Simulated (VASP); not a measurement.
# Co (P6_3/mmc) in VASP: notebook, part 2 of 2

VASP 6.6.1. Earlier steps stand in the parts before.

## Step 4: Band structure, PBEsol, collinear spin, ferromagnetic start

This run uses another cell than the first one, of 10.32 Å³/atom, 1.035 times its volume.

Contents of INCAR:

```
SYSTEM = Co
PREC     = Accurate       ! precision mode
ENCUT    = 520            ! plane-wave cutoff, eV
EDIFF    = 1E-7           ! SCF threshold, eV
ISMEAR   = 1              ! smearing method
SIGMA    = 0.1            ! smearing width, eV
LREAL    = .False.        ! projectors in reciprocal space
LASPH    = .True.         ! aspherical terms in the spheres
NELM     = 150            ! most SCF steps
ALGO     = Normal         ! electronic algorithm
ISIF     = 2              ! what is computed and relaxed
LWAVE    = .False.        ! write WAVECAR
LCHARG   = .False.        ! write CHGCAR
ISPIN    = 2              ! spin polarisation
MAGMOM   = 3 3            ! initial moments
LORBIT   = 11             ! projections on sites
LMAXMIX  = 4              ! l up to which the mixer works
GGA      = PS             ! functional
NBANDS   = 20             ! bands
AMIX     = 0.2          
BMIX     = 1E-4         
AMIX_MAG = 0.8          
BMIX_MAG = 1E-4         
ICORELEVEL= 1
```

Contents of KPOINTS:

```
regular mesh
0
Gamma
  18 18 9
  0 0 0
```

Contents of POSCAR:

```
Co                                      
1.0
    2.4532748253      0.0000000000      0.0000000000
   -1.2266374126      2.1245983236     -0.0000000000
    0.0000000000      0.0000000000      3.9615225583
  Co            
     2
Direct
     0.3333333300000021    0.6666666699999979    0.2500000000000000
     0.6666666699999979    0.3333333300000021    0.7500000000000000
```

Contents of KPOINTS_OPT:

```
explicit points
96
Reciprocal
 0.0000000000  0.0000000000  0.0000000000 1
 0.0555555556  0.0000000000  0.0000000000 1
 0.1111111111  0.0000000000  0.0000000000 1
 0.1666666667  0.0000000000  0.0000000000 1
 0.2222222222  0.0000000000  0.0000000000 1
 0.2777777778  0.0000000000  0.0000000000 1
 0.3333333333  0.0000000000  0.0000000000 1
 0.3888888889  0.0000000000  0.0000000000 1
 0.4444444444  0.0000000000  0.0000000000 1
 0.5000000000  0.0000000000  0.0000000000 1
 0.5000000000  0.0000000000  0.0000000000 1
 0.4814814815  0.0370370370  0.0000000000 1
 0.4629629630  0.0740740741  0.0000000000 1
 0.4444444444  0.1111111111  0.0000000000 1
 0.4259259259  0.1481481481  0.0000000000 1
 0.4074074074  0.1851851852  0.0000000000 1
 0.3888888889  0.2222222222  0.0000000000 1
 0.3703703703  0.2592592592  0.0000000000 1
 0.3518518518  0.2962962963  0.0000000000 1
 0.3333333333  0.3333333333  0.0000000000 1
 0.3333333333  0.3333333333  0.0000000000 1
 0.2962962963  0.2962962963  0.0000000000 1
 0.2592592592  0.2592592592  0.0000000000 1
 0.2222222222  0.2222222222  0.0000000000 1
 0.1851851852  0.1851851852  0.0000000000 1
 0.1481481481  0.1481481481  0.0000000000 1
 0.1111111111  0.1111111111  0.0000000000 1
 0.0740740741  0.0740740741  0.0000000000 1
 0.0370370370  0.0370370370  0.0000000000 1
 0.0000000000  0.0000000000  0.0000000000 1
 0.0000000000  0.0000000000  0.0000000000 1
 0.0000000000  0.0000000000  0.0555555556 1
 0.0000000000  0.0000000000  0.1111111111 1
 0.0000000000  0.0000000000  0.1666666667 1
 0.0000000000  0.0000000000  0.2222222222 1
 0.0000000000  0.0000000000  0.2777777778 1
 0.0000000000  0.0000000000  0.3333333333 1
 0.0000000000  0.0000000000  0.3888888889 1
 0.0000000000  0.0000000000  0.4444444444 1
 0.0000000000  0.0000000000  0.5000000000 1
 0.0000000000  0.0000000000  0.5000000000 1
 0.0555555556  0.0000000000  0.5000000000 1
 0.1111111111  0.0000000000  0.5000000000 1
 0.1666666667  0.0000000000  0.5000000000 1
 0.2222222222  0.0000000000  0.5000000000 1
 0.2777777778  0.0000000000  0.5000000000 1
 0.3333333333  0.0000000000  0.5000000000 1
 0.3888888889  0.0000000000  0.5000000000 1
 0.4444444444  0.0000000000  0.5000000000 1
 0.5000000000  0.0000000000  0.5000000000 1
 0.5000000000  0.0000000000  0.5000000000 1
 0.4814814815  0.0370370370  0.5000000000 1
 0.4629629630  0.0740740741  0.5000000000 1
 0.4444444444  0.1111111111  0.5000000000 1
 0.4259259259  0.1481481481  0.5000000000 1
 0.4074074074  0.1851851852  0.5000000000 1
 0.3888888889  0.2222222222  0.5000000000 1
 0.3703703703  0.2592592592  0.5000000000 1
 0.3518518518  0.2962962963  0.5000000000 1
 0.3333333333  0.3333333333  0.5000000000 1
 0.3333333333  0.3333333333  0.5000000000 1
 0.2962962963  0.2962962963  0.5000000000 1
 0.2592592592  0.2592592592  0.5000000000 1
 0.2222222222  0.2222222222  0.5000000000 1
 0.1851851852  0.1851851852  0.5000000000 1
 0.1481481481  0.1481481481  0.5000000000 1
 0.1111111111  0.1111111111  0.5000000000 1
 0.0740740741  0.0740740741  0.5000000000 1
 0.0370370370  0.0370370370  0.5000000000 1
 0.0000000000  0.0000000000  0.5000000000 1
 0.5000000000  0.0000000000  0.5000000000 1
 0.5000000000  0.0000000000  0.4444444444 1
 0.5000000000  0.0000000000  0.3888888889 1
 0.5000000000  0.0000000000  0.3333333333 1
 0.5000000000  0.0000000000  0.2777777778 1
 0.5000000000  0.0000000000  0.2222222222 1
 0.5000000000  0.0000000000  0.1666666667 1
 0.5000000000  0.0000000000  0.1111111111 1
 0.5000000000  0.0000000000  0.0555555556 1
 0.5000000000  0.0000000000  0.0000000000 1
 0.3333333333  0.3333333333  0.0000000000 1
 0.3333333333  0.3333333333  0.0555555556 1
 0.3333333333  0.3333333333  0.1111111111 1
 0.3333333333  0.3333333333  0.1666666667 1
 0.3333333333  0.3333333333  0.2222222222 1
 0.3333333333  0.3333333333  0.2777777778 1
 0.3333333333  0.3333333333  0.3333333333 1
 0.3333333333  0.3333333333  0.3888888889 1
 0.3333333333  0.3333333333  0.4444444444 1
 0.3333333333  0.3333333333  0.5000000000 1
 0.0000000000  0.0000000000  0.0000000000 1
 0.0000000000  0.0000000000  0.5000000000 1
 0.3333333333  0.3333333333  0.5000000000 1
 0.3333333333  0.3333333333  0.0000000000 1
 0.5000000000  0.0000000000  0.5000000000 1
 0.5000000000  0.0000000000  0.0000000000 1
```

Potentials or basis: VASP PAW PBE potentials, release 64 (Co).

Started as:

```console
cat potpaw_PBE.64/Co/POTCAR > POTCAR
mpirun -np 1 vasp_std > vasp.out
```

OUTCAR:

```text
SYSTEM = Co
   PREC = Accurate
   ENCUT = 520
   EDIFF = 1E-7
   ISMEAR = 1
   LREAL = .False.
   LASPH = .True.
   NELM = 150
   ISIF = 2
   ISPIN = 2
   LORBIT = 11
   GGA = PS
   AMIX = 0.2
   AMIX_MAG = 0.8

 ion  position               nearest neighbor table
   1  0.333  0.667  0.250-   2 2.44   2 2.44   2 2.44   2 2.44   2 2.44   2 2.44
   2  0.667  0.333  0.750-   1 2.44   1 2.44   1 2.44   1 2.44   1 2.44   1 2.44

  LATTYP: Found a hexagonal cell.
 ALAT       =     2.4532748253
 C/A-ratio  =     1.6147895529

  Lattice vectors:

 A1 = (   2.4532748253,   0.0000000000,   0.0000000000)
 A2 = (  -1.2266374126,   2.1245983236,   0.0000000000)
 A3 = (   0.0000000000,   0.0000000000,   3.9615225583)

Analysis of symmetry for initial positions (statically):
=====================================================================
 Subroutine PRICEL returns:
 Original cell was already a primitive cell.

 Routine SETGRP: Setting up the symmetry group for a
 hexagonal supercell.

 Subroutine GETGRP returns: Found 24 space group operations
 (whereof 12 operations were pure point group operations)
 out of a pool of 24 trial point group operations.

The static configuration has the point symmetry D_3d.
 The point group associated with its full space group is D_6h.

Analysis of symmetry for dynamics (positions and initial velocities):
=====================================================================
 Subroutine PRICEL returns:
 Original cell was already a primitive cell.

 Routine SETGRP: Setting up the symmetry group for a
 hexagonal supercell.

 Subroutine GETGRP returns: Found 24 space group operations
 (whereof 12 operations were pure point group operations)
 out of a pool of 24 trial point group operations.

The dynamic configuration has the point symmetry D_3d.
 The point group associated with its full space group is D_6h.

Analysis of structural, dynamic, and magnetic symmetry:
=====================================================================
 Subroutine PRICEL returns:
 Original cell was already a primitive cell.

[... 158 lines left out ...]
   1-  1s  -7575.2376  2s   -881.5322  2p   -752.4886  3s    -84.2910  3p    -47.5644

   2-  1s  -7575.2376  2s   -881.5322  2p   -752.4886  3s    -84.2910  3p    -47.5644

 E-fermi :  10.7791     XC(G=0): -13.8749

 val. band max:       10.7759897646   @ k =   0.3333   0.0000   0.4444
 cond. band min:      10.7808014136   @ k =   0.1667   0.1667   0.2222
 fundamental gap:      0.0048116491
 Fermi energy:        10.7790562015

 spin component 1

 k-point     1 :       0.0000    0.0000    0.0000
  band No.  band energies     occupation
      1       1.5259      1.00000
      2       5.4113      1.00000
      3       8.1386      1.00000
      4       8.1535      1.00000
      5       8.1535      1.00000
      6       8.4969      1.00000
[... 541 lines left out ...]
     19      34.1061      0.00000
     20      36.5220      0.00000

 [... further k-points ...]

 spin component 2

 k-point     1 :       0.0000    0.0000    0.0000
  band No.  band energies     occupation
      1       1.5841      1.00000
      2       6.3378      1.00000
      3       9.7083      1.00000
      4       9.7240      1.00000
      5       9.7240      1.00000
      6      10.1209      1.00000
[... 541 lines left out ...]
     19      34.4478      0.00000
     20      36.9262      0.00000

 [... further k-points ...]

------------------------ aborting loop because EDIFF is reached ----------------------------------------

  FORCE on cell =-STRESS in cart. coord.  units (eV):
  Direction    XX          YY          ZZ          XY          YZ          ZX
  --------------------------------------------------------------------------------------
  -------------------------------------------------------------------------------------
  Total        0.0242362      0.0242362      0.0209836      0.0000000      0.0000000      0.0000000
  in kB        1.8805742      1.8805742      1.6281879      0.0000000      0.0000000      0.0000000
  external PRESSURE =       1.7964454 kB  Pullay stress =       0.0000000 kB

 VOLUME and BASIS-vectors are now :
 -----------------------------------------------------------------------------
  energy-cutoff  :      520.00
  volume of cell :       20.65
      direct lattice vectors                 reciprocal lattice vectors
     2.453274825  0.000000000  0.000000000     0.407618417  0.235338602  0.000000000
    -1.226637413  2.124598324  0.000000000     0.000000000  0.470677205  0.000000000
     0.000000000  0.000000000  3.961522558     0.000000000  0.000000000  0.252428198

 POSITION                                       TOTAL-FORCE (eV/Angst)
 -----------------------------------------------------------------------------------
     -0.00000      1.41640      0.99038        -0.000000      0.000000      0.000000
      1.22664      0.70820      2.97114         0.000000      0.000000      0.000000
 -----------------------------------------------------------------------------------
    total drift:                                0.000000     -0.000000     -0.000000

  FREE ENERGIE OF THE ION-ELECTRON SYSTEM (eV)
  ---------------------------------------------------
  free  energy   TOTEN  =       -15.4747052051 eV

  energy  without entropy=      -15.4746014875  energy(sigma->0) =      -15.47467063

 total charge

# of ion       s       p       d       tot
------------------------------------------
    1        0.510   0.569   7.294   8.373
    2        0.510   0.569   7.294   8.373
--------------------------------------------------
tot          1.020   1.139  14.588  16.746

 magnetization (x)

# of ion       s       p       d       tot
------------------------------------------
    1       -0.016  -0.055   1.635   1.565
    2       -0.016  -0.055   1.635   1.565
--------------------------------------------------
tot         -0.032  -0.109   3.270   3.129
```

Run time: 2.4 min. Hardware: 1 thread of Intel Xeon Platinum 8259CL at 2.50GHz (Skylake/Cascade Lake), shared host; peak memory 0.29 GiB.

Results:

```
Free energy                                           : -15.4747 eV
Pressure                                              : 0.2 GPa
Band gap along the path                               : none (metal or under the smearing width)
Net moment                                            : 3.11 μB per cell
Site moments                                          : Co +1.56 μB
Valence electrons inside the program's atomic spheres : Co 8.37
```

Levels at the corners of the path, in eV from the Fermi level:
Spin up:
```csv
point,band 7,band 8,band 9,band 10,band 11,band 12,band 13,band 14
Γ,-2.28,-1.91,-1.91,-0.70,-0.70,-0.13,6.83,22.34
M,-2.18,-0.57,-0.46,-0.41,1.45,3.57,10.07,10.78
M,-2.18,-0.57,-0.46,-0.41,1.45,3.57,10.07,10.78
K,-1.90,-0.82,-0.82,-0.69,4.69,5.60,5.60,12.81
K,-1.90,-0.82,-0.82,-0.69,4.69,5.60,5.60,12.81
Γ,-2.28,-1.91,-1.91,-0.70,-0.70,-0.13,6.83,22.34
Γ,-2.28,-1.91,-1.91,-0.70,-0.70,-0.13,6.83,22.34
A,-2.70,-2.70,-1.04,-1.04,-1.04,-1.04,15.61,15.61
A,-2.70,-2.70,-1.04,-1.04,-1.04,-1.04,15.61,15.61
L,-0.99,-0.99,-0.47,-0.47,1.66,1.66,7.71,7.71
L,-0.99,-0.99,-0.47,-0.47,1.66,1.66,7.71,7.71
H,-1.87,-1.87,-0.65,-0.65,5.97,5.97,7.63,7.63
H,-1.87,-1.87,-0.65,-0.65,5.97,5.97,7.63,7.63
A,-2.70,-2.70,-1.04,-1.04,-1.04,-1.04,15.61,15.61
L,-0.99,-0.99,-0.47,-0.47,1.66,1.66,7.71,7.71
M,-2.18,-0.57,-0.46,-0.41,1.45,3.57,10.07,10.78
K,-1.90,-0.82,-0.82,-0.69,4.69,5.60,5.60,12.81
H,-1.87,-1.87,-0.65,-0.65,5.97,5.97,7.63,7.63
```
Spin down:
| point | band 5 | band 6 | band 7 | band 8 | band 9 | band 10 |
| --- | --- | --- | --- | --- | --- | --- |
| Γ | -1.06 | -0.66 | -0.66 | -0.22 | -0.22 | -0.12 |
| M | -1.23 | -1.12 | -0.67 | 1.24 | 1.39 | 1.42 |
| M | -1.23 | -1.12 | -0.67 | 1.24 | 1.39 | 1.42 |
| K | -1.49 | -1.49 | -0.35 | 0.95 | 0.95 | 1.12 |
| K | -1.49 | -1.49 | -0.35 | 0.95 | 0.95 | 1.12 |
| Γ | -1.06 | -0.66 | -0.66 | -0.22 | -0.22 | -0.12 |
| Γ | -1.06 | -0.66 | -0.66 | -0.22 | -0.22 | -0.12 |
| A | -1.13 | -1.13 | -1.13 | -1.13 | 0.74 | 0.74 |
| A | -1.13 | -1.13 | -1.13 | -1.13 | 0.74 | 0.74 |
| L | -0.10 | -0.10 | 0.26 | 0.26 | 1.35 | 1.35 |
| L | -0.10 | -0.10 | 0.26 | 0.26 | 1.35 | 1.35 |
| H | -1.85 | -1.85 | -0.22 | -0.22 | 1.13 | 1.13 |
| H | -1.85 | -1.85 | -0.22 | -0.22 | 1.13 | 1.13 |
| A | -1.13 | -1.13 | -1.13 | -1.13 | 0.74 | 0.74 |
| L | -0.10 | -0.10 | 0.26 | 0.26 | 1.35 | 1.35 |
| M | -1.23 | -1.12 | -0.67 | 1.24 | 1.39 | 1.42 |
| K | -1.49 | -1.49 | -0.35 | 0.95 | 0.95 | 1.12 |
| H | -1.85 | -1.85 | -0.22 | -0.22 | 1.13 | 1.13 |

Core levels (eV, on the scale of the bands):
| atom | levels |
| --- | --- |
| 1 Co | 1s -7575.2, 2s -881.5, 2p -752.5, 3s -84.3, 3p -47.6 |
| 2 Co | 1s -7575.2, 2s -881.5, 2p -752.5, 3s -84.3, 3p -47.6 |

Caveat: the PAW data sets were made with another functional, which shifts forces and pressure a little.

## Step 5: Overview

```tsv
level	potentials or basis	cell	pressure (GPa)	moment (μB)
LDA	VASP PAW LDA potentials, release 64 (Co)	P6_3/mmc, 9.98 Å³/atom	0.0	3.02
PBE	VASP PAW PBE potentials, release 64 (Co)	P6_3/mmc, 10.8 Å³/atom	0.0	3.16
PBEsol	VASP PAW PBE potentials, release 64 (Co)	P6_3/mmc, 10.32 Å³/atom	0.2	3.11
```

Alike in all rows: task band structure; spin collinear, ferromagnetic start; k mesh 18 × 18 × 9; cutoff (eV) 520; smearing methfessel-paxton 0.1 eV.

Caveats: the PAW data sets were made with another functional, which shifts forces and pressure a little (some runs).

Total energies depend on the potentials used, so only differences within one code and one set of settings carry meaning.
